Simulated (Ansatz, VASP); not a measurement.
## CdTe in VASP and in Ansatz

POSCAR

```
CdTe
1.0
    0.0000000000      3.0443556749      3.0443556749
    3.0443556749      0.0000000000      3.0443556749
    3.0443556749      3.0443556749      0.0000000000
Cd Te
1 1
Direct
    0.0000000000      0.0000000000      0.0000000000
    0.5000000000      0.5000000000      0.5000000000
```

Contents of INCAR.step1:

```
PREC = Accurate
ENCUT = 520
ISMEAR = -1
SIGMA = 0.02
LREAL = F
LASPH = T
NELM = 80
NBANDS = 16
GGA = PE
ALGO = Normal
EDIFF = 1E-4
LWAVE = T
LCHARG = F
```

File INCAR.step2:

```
PREC = Accurate
ENCUT = 520
EDIFF = 1E-6
ISMEAR = -1
SIGMA = 0.02
LREAL = F
LASPH = T
NELM = 80
ALGO = Normal
ISIF = 2
LWAVE = F
LCHARG = F
METAGGA = R2SCAN
LMIXTAU = T
NBANDS = 16
ISTART = 1
```

Contents of KPOINTS:

```
regular mesh
0
Gamma
  4 4 4
```

Input for Ansatz:

```yaml
crystal:
  lattice:
    - [0.0, 3.0443556749, 3.0443556749]
    - [3.0443556749, 0.0, 3.0443556749]
    - [3.0443556749, 3.0443556749, 0.0]
  atoms:
    - { symbol: Cd, position: [0.0, 0.0, 0.0] }
    - { symbol: Te, position: [0.5, 0.5, 0.5] }
kpoints:
  mp_grid: { grid: [4, 4, 4] }
hamiltonian:
  xc: r2scan
scf:
  occupations: { method: fermi_dirac, width: 0.02 }
  n_extra_bands: 4
output:
  forces: true
  stress: true
  eigenvalues: true
```

Alike in both runs: task single point; functional r2SCAN; k mesh 4 × 4 × 4; occupations fermi-dirac, width 0.02 eV; no spin polarisation.

```csv
,VASP,Ansatz
version,VASP 6.6.1,Ansatz 0.2.0
potentials or method,"VASP PAW PBE potentials, release 64 (Cd, Te)",plane waves
plane-wave cutoff (eV),520,500
valence electrons in the cell,18,36
```

Ansatz gave:

```
pressure (GPa) : 0.3
```

Question: Which values does VASP return?

Answer: Pressure (GPa): 0.5.

The two sets of potentials don't hold the same shells in valence.

Caveats: the k mesh is coarse (spacing up to 0.45 Å⁻¹), so the values aren't converged; the PAW data sets were made with another functional, which shifts forces and pressure a little (VASP). The runs have no spin-orbit coupling, so splittings on Te are missing.
